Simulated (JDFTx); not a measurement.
**Ho under changes of volume**

One of the cells (31.035 Å³/atom); the others are scaled copies at fixed shape and fractional positions:

```
CELL_PARAMETERS angstrom
0.00000 2.49425 2.49425
2.49425 0.00000 2.49425
2.49425 2.49425 0.00000
ATOMIC_POSITIONS crystal
Ho 0.00000 0.00000 0.00000
```

This isn't the form of Ho at room conditions, which is hcp.

- Program: JDFTx 1.7.0 (patched build)
- Functional: PBE
- Potentials or basis: PseudoDojo-SR-PBE-0.4 3+ lanthanide files with smoothed tails
- Cutoff: 680 eV
- Density cutoff: 2721 eV
- k mesh: 9 × 9 × 9
- Occupations: fermi-dirac, width 0.05 eV
- Spin: no spin polarisation

| volume (Å³/atom) | energy over the lowest point (meV/atom) | pressure (GPa) |
| --- | --- | --- |
| 29.173 | 9.23 | 2.2 |
| 29.793 | 2.75 | 1.2 |
| 30.414 | 0.00 | 0.3 |
| 31.035 | 0.65 | -0.6 |
| 31.655 | 4.38 | -1.3 |
| 32.276 | 10.88 | -2.0 |
| 32.897 | ? | ? |

Task: What does the run at 32.897 Å³/atom give?

Result: Energy over the lowest point 19.93 meV/atom; pressure -2.7 GPa.

Worked out: A Birch-Murnaghan fit of order 3 (a polynomial in V^(-2/3)) to the other rows has its minimum at 30.60 Å³/atom with B0 = V·E''(V) = 42 GPa and B' = 3.9. It gives 19.91 meV/atom at 32.897 Å³/atom, against the run's 19.93, and -dE/dV = -2.6 GPa, against -2.7.

Energies are extrapolated to zero smearing.
